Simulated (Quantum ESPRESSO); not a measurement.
## GaN: equation of state with PBEsol

Crystal: GaN.

```
Ga N
1.0
     3.18000    0.00000    0.00000
    -1.59000    2.75396    0.00000
     0.00000    0.00000    5.16600
Ga N
2 2
Direct
  0.66667 0.33333 0.50000
  0.33333 0.66667 0.00000
  0.66667 0.33333 0.87500
  0.33333 0.66667 0.37500
```

- Program: Quantum ESPRESSO 7.5
- Task: equation of state
- Functional: PBEsol
- Potentials or basis: PseudoDojo 0.4 SR PBEsol stringent
- Cutoff: 1551 eV
- Density cutoff: 6204 eV
- k mesh: 10 × 10 × 5
- Occupations: fermi-dirac, width 0.05 eV
- Spin: no spin polarisation
- Mixing beta: 0.5
- Most SCF iterations: 120
- SCF threshold: 8e-10 Ry

```yaml
Equilibrium_volume: 11.37 Å³/atom
Bulk_modulus_at_fixed_shape_and_positions: 189 GPa
Pressure_derivative_of_the_bulk_modulus: 4.3
```

Energy against volume, from the lowest point:
| volume (Å³/atom) | energy (meV/atom) |
| --- | --- |
| 10.632 | 31.36 |
| 10.858 | 14.38 |
| 11.084 | 4.15 |
| 11.310 | 0.00 |
| 11.537 | 1.31 |
| 11.763 | 7.52 |
| 11.989 | 18.15 |

All runs of the series together: 12 min on 1 thread of AMD EPYC 7B13 (Zen 3), with other jobs on the host.

Caveat: the cell was scaled at fixed shape and fractional positions, which overstates the stiffness of a crystal with free parameters, most of all of layers and chains.
